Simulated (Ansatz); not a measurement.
The system is TiAl.

```xyz
2
Lattice="3.1791 0.0000 0.0000 0.0000 3.1791 0.0000 0.0000 0.0000 3.1791" Properties=species:S:1:pos:R:3 pbc="T T T"
Ti    0.0921    0.0543   -0.0053
Al    1.5310    1.5453    1.5366
```

The cell comes from a database or a generator and needn't be the stable form of this composition.

The cell isn't the ideal one: atoms moved at random, drawn with an rms of 0.15 Å.

- Program: Ansatz 0.2.0
- Task: relaxation of the atoms
- Functional: revPBE
- Dispersion: D3(BJ)-ATM
- Potentials or basis: Ansatz PAW
- Cutoff: 420 eV (not typed: the program's choice for these potentials)
- k mesh: 8 × 8 × 8
- Occupations: fermi-dirac, width 0.15 eV
- Spin: collinear spin, ferromagnetic start
- Starting moments: [1.0, 0.0] μB

At the start: volume 16.06 Å³/atom.

Q: Where does the relaxation end?

A: Over 4 steps the energy falls by 56.8 meV/atom; space group Pm-3m (No. 221, to 0.05 Å); moment 0.00 μB per cell.

The path:
| step | energy change (eV) | largest force (eV/Å) |
| --- | --- | --- |
| 1 | 0.0000 | 1.2395 |
| 2 | -0.1132 | 0.0683 |
| 3 | -0.1135 | 0.0004 |
| 4 | -0.1135 | 0.0004 |

Final structure:
```
Ti Al
1.0
     3.17906    0.00000    0.00000
     0.00000    3.17906    0.00000
     0.00000    0.00000    3.17906
Ti Al
1 1
Direct
  0.00527 0.00158 0.99084
  0.50528 0.50158 0.49084
```

Caveat: the PAW data sets come from PBE, with cores solved anew for the run's functional, which leaves a small shift of forces and pressure; the starting moments weren't kept; the thresholds are loose for stress.
